**Q:** I need the refractive index of a GaP layer in a light emitter. Later I also want the splitting of its optical phonons, to check the layer by Raman spectroscopy. Should I use LDA, PBE or PBEsol?

**A:** Those are two purposes, and they may need different care. Take the index first, and read the dielectric constants before choosing a functional.

GaP (F-43m, 20.24 Å³/atom) at one fixed cell, by Kohn-Sham DFT in Ansatz and VASP, without spin polarisation or spin-orbit coupling. The basis column gives the plane-wave cutoff. The dielectric mean is one third of the trace of the electronic (clamped-ion) tensor, and the last column subtracts the value measured at 300 K, 9.02.

| method | rung | program | potentials | basis | k mesh | smearing | dielectric mean | computed less measured |
| --- | --- | --- | --- | --- | --- | --- | --- | --- |
| LDA | LDA | Ansatz | Ansatz PAW | 420 eV | 8x8x8 2-atom cell | fixed 0eV | 10.917 | 1.897 |
| LDA | LDA | VASP | VASP PAW LDA potentials, recommended | 520 eV | 8x8x8 2-atom cell | Fermi-Dirac 0.05eV | 11.910 | 2.890 |
| PBE | GGA | Ansatz | Ansatz PAW | 420 eV | 6x6x6 2-atom cell | fixed 0eV | 10.373 | 1.353 |
| PBE | GGA | VASP | VASP PAW PBE potentials, recommended | 520 eV | 8x8x8 2-atom cell | Fermi-Dirac 0.05eV | 11.179 | 2.159 |
| PBE | GGA | Ansatz LAPW | all electron PAW datasets made for the crystal | 270 eV | 8x8x8 2-atom cell | fixed 0eV | 10.080 | 1.060 |
| PBEsol | GGA | VASP | VASP PAW PBE potentials, recommended | 520 eV | 8x8x8 2-atom cell | Fermi-Dirac 0.05eV | 11.600 | 2.580 |

The column "dielectric mean" is the electronic constant $\varepsilon_\infty$: the electrons follow the field while the nuclei stay put. Its square root is the refractive index at photon energies well below the gap and well above the lattice vibrations. It isn't the constant of a capacitor at low frequency, where the moving ions add to the response.

**Q:** Every value is above the measured 9.02. PBE comes closest, so is the choice made?

**A:** Compare within one program first. In VASP, with the same mesh and cutoff, LDA gives 11.91, PBEsol 11.60 and PBE 11.18. (PBEsol was run with the PBE potentials, a small inconsistency.) Going from LDA to PBE therefore removes about a quarter of the LDA error. The two Ansatz PAW rows move the same way, by a smaller 0.54, though their meshes differ as well (8x8x8 for LDA, 6x6x6 for PBE). At this fixed cell PBE does better in both programs, but most of the error remains. Relaxing the cell with each functional could change the step, since PBE usually gives a larger cell than LDA and the gaps depend on the volume.

**Q:** Why should the functional change a dielectric constant at all? The crystal is the same in every row.

**A:** A field polarises the crystal by mixing empty states into the filled ones. The farther the empty states lie above the filled ones, the harder this mixing is. At this fixed cell, PBE opens the direct gap of GaP a little compared with LDA, and PBEsol lies between them. The dielectric constants follow in the opposite order.

**Q:** Then I could scale the response with the gap. Is it that simple?

**A:** Only if you use the right gap. The states at the band edge fill a small corner of the Brillouin zone, while the field acts on all the valence electrons. Most of their transitions cost several electronvolts. A single average gap $E$ stands for them better than the direct gap does.

Treat each electron as a charge on a spring whose natural frequency corresponds to $E$. Its displacement in a static field goes as $1/E^2$, and the number of electrons fixes the total strength. This gives

$$\varepsilon_\infty = 1+\left(\frac{\hbar\omega_p}{E}\right)^2 ,$$

where $\hbar\omega_p$ is the plasma energy of the valence electrons.

**Q:** Can you put numbers in?

**A:** A cell of two atoms holds eight $s$ and $p$ valence electrons in $2\times20.24$ Å$^3$, and this density gives $\hbar\omega_p\approx16.5$ eV. I use the VASP LDA value to set the average gap:

$$E=\frac{16.5\ \text{eV}}{\sqrt{11.91-1}}\approx5.0\ \text{eV}.$$

That row is thus an input and can't count as a success of the model.

For PBE, the direct gap in the same program rises from 1.64 to 1.83 eV, or by 0.19 eV. Suppose that the average gap rises by the same amount:

$$\varepsilon_\infty\approx1+\left(\frac{16.5}{5.19}\right)^2\approx11.1 .$$

The calculation gives 11.18, a value that played no part in setting $E$. Had I put the direct gap itself in place of $E$, with the same LDA starting point, I would have found about 9.8. The change of functional is small on the scale of the average gap, and so the change in the response is modest.

**Q:** Do all the levels really rise together?

**A:** No, and this limits the estimate. At the zone centre, the next conduction level rises by only about 0.10 eV from LDA to PBE. If the average gap followed that level, the model would give 11.5. The close match in VASP may also be partly luck: in Ansatz PAW the direct gap rises by more, 0.22 eV, yet the constant falls by less, 0.54 against 0.73, although the change of mesh between those two rows blurs the comparison. PBEsol fits less well too: the shift of its direct gap gives 11.4, against a computed 11.60, so the model makes that step about half as large again as it is. The model explains the direction and the rough size of the step, but it can't settle the last few tenths.

**Q:** Does the same reasoning explain why even PBE is too high?

**A:** It gives the scale of the problem. To bring the VASP PBE value down to the measured one, the average gap would have to rise by several tenths of an electronvolt. The computed lowest gaps are about 1.5 to 1.7 eV, against a measured gap of roughly 2.3 eV, which I quote as a rough recalled figure. The two shortfalls are of the same order, though the two lower PBE rows would need a smaller rise, so this is a match of scale only.

Theory adds a caution. A static dielectric constant is a property of the ground state, so the exact functional would give it correctly even if its band gap were too small. An exchange-correlation field that opposes the applied one would make up the difference. LDA and the gradient functionals lack the long-range part of that field, and their small gaps therefore show up as too strong a response.

**Q:** The measurement was made at 300 K, and the calculations hold the lattice still. Could that account for the excess?

**A:** It would be expected to work the other way. Lattice vibrations usually narrow the gaps of such semiconductors and raise the electronic constant slightly. Taking them out of the measured value should therefore widen the disagreement.

**Q:** So I run PBE and accept an error of about 24 percent in $\varepsilon_\infty$?

**A:** That figure belongs to PBE in one program at one setting. The three PBE rows give 11.18, 10.37 and 10.08. Their spread is 1.10, whereas the whole step from LDA to PBE in VASP is 0.73. If you compared LDA from one program with PBE from another, you could mistake a difference between programs for an effect of the functional.

**Q:** Perhaps the programs disagree about the bands.

**A:** Their direct gaps in PBE agree within about 4 meV. The average-gap model, given those gaps, predicts about 11.1 for all three rows and so misses the two lower values. VASP and the Ansatz LAPW row also agree closely on the bottom of the valence bands and on the next conduction level at the zone centre. What separates the programs therefore probably enters when the response to the field is computed.

My first suspect is the k mesh. The field response depends on how the wave functions change from one k point to the next, and it often needs a denser mesh than the energy does. The Ansatz PAW run for PBE used 6x6x6 points and the other two used 8x8x8. Yet the two LDA runs list the same 8x8x8 mesh and still differ by about 1.0, so an equal entry in that column doesn't bring agreement. Nor do the outputs settle the matter. Both Ansatz PAW runs mark their field mesh as converged, but the PBE one also carries a warning about the mesh resolution of the field response, and so does the all-electron run. The VASP outputs show no such check. I wouldn't take any of the three PBE constants as converged with the mesh.

Programs can also converge differently on the same mesh. A coarse mesh can give too much weight to the zone centre, where the direct gap is smallest, but the Ansatz meshes contain that point just as the VASP ones do, so this alone can't explain why VASP lies higher. The excess of VASP over Ansatz PAW shrinks from 0.99 in LDA to 0.81 in PBE, but the Ansatz mesh changes between those rows, so the trend doesn't show which program is off. Part of the LDA-PBE step may be mesh error in either program. Potentials and basis differ too, and only a mesh series in each program would show how much the mesh accounts for.

**Q:** Then why not take the Ansatz LAPW row? It is closest to experiment.

**A:** Because closeness to experiment is a poor test of convergence here, and this run carries a warning about its own response mesh. We have good reason to expect PBE to overshoot, so a numerical error that lowers the result would look like an improvement. Nor does the label lend the row special authority: its output describes a PAW run with all-electron datasets made for this crystal, not an LAPW calculation. Choose the setting by whether the result stays put when you refine it. Only then compare it with the measurement.

**Q:** What does that test cost?

**A:** LDA, PBE and PBEsol cost nearly the same for a given mesh, so saving time is no reason to prefer LDA. Going from 8x8x8 to 12x12x12 multiplies the number of k points by about 3.4 before symmetry, and the work grows roughly in proportion. For a cell of two atoms that is cheap. If the constant moves by several tenths, the mesh was a large part of the problem; if it stays, look next at the potentials and the basis.

A hybrid functional normally widens the gaps and weakens the response, but it costs many times more. I would test the mesh first. Otherwise you may pay for a better functional and still carry a numerical error as large as the correction you wanted.

**Q:** How good is the index in the end?

**A:** The square root roughly halves the relative error. Against the measured index of $\sqrt{9.02}\approx3.0$, the PBE rows are too high by 6 to 11 percent and the LDA rows by 10 to 15 percent. For light well below the gap, PBE is usable for a first estimate to about a tenth. For an optical design that needs the index to one percent, no row is good enough, and you should use measured optical data at the working wavelength.

The escape of light from the emitter is less forgiving. For a flat face in air, the share of the emitted light that falls inside the escape cone is about $1/(4n^2)$, before reflection losses, where $n$ is the index at the emitted wavelength. If the light lies well below the gap of GaP, $n^2$ is close to $\varepsilon_\infty$. The measured constant then gives 2.8 percent and the VASP PBE value 2.2 percent, so the calculation underrates the escaping light by about a fifth, although its index is wrong by only about a tenth. Nearer the gap the true index rises above this limit, and neither figure applies.

**Q:** And the phonon splitting? I suppose that the program matters more than the functional there as well.

**A:** There the order is reversed. The splitting between the longitudinal and transverse optical modes obeys

$$\omega_{\rm LO}^2-\omega_{\rm TO}^2\propto\frac{(Z^*)^2}{\varepsilon_\infty}$$

at fixed volume and masses. The Born charge $Z^*$ measures how much polarisation a displaced atom creates. In VASP this ratio rises by 11 percent from LDA to PBE, while at the same functional the programs differ by at most 4 percent.

**Q:** How can the functional matter more for the ratio than for $\varepsilon_\infty$ itself?

**A:** PBE changes both parts in the direction that raises the ratio. In VASP, the Born charge grows from 2.18 to 2.22, which adds 4 percent to its square. The dielectric constant falls by 6 percent. Together they give $1.04/0.94\approx1.11$.

Between VASP and the Ansatz rows the changes oppose each other: VASP has both the larger charges and the larger dielectric constants. (Between the two Ansatz PBE rows they don't: the all-electron row has the slightly larger charge and the smaller constant.) Both quantities depend on how the electrons respond to a field, so an error in that response could enter the numerator and the denominator and partly cancel. That is my reading of the pattern, and a mesh series would test it.

**Q:** So for Raman work I should worry about the functional first?

**A:** Yes. An ordinary mesh may serve for the splitting even where it is too coarse for the index, but changing the functional shifts the result by nearly a tenth: the VASP transverse frequencies and ionic dielectric constants give, through the Lyddane-Sachs-Teller relation, a splitting of 30.9 cm$^{-1}$ in LDA and 33.6 cm$^{-1}$ in PBE. Every row also carries its overestimated $\varepsilon_\infty$ in the denominator, which is expected to make all the splittings too small. Agreement between programs doesn't tell you which functional is right, so compare the splitting with a Raman spectrum of a good undoped crystal. For the index, refine the response first and then judge the functional.

**Q:** Would you give the same advice for GaAs or silicon?

**A:** GaAs has smaller excitation energies and a larger dielectric constant, as the average-gap picture suggests. Its narrow gap also makes the response near the band edge more sensitive to the mesh, so I would test that even more carefully. In silicon the two atoms are equivalent, their Born charges vanish and the optical modes don't split. Only the first half of the advice then applies.
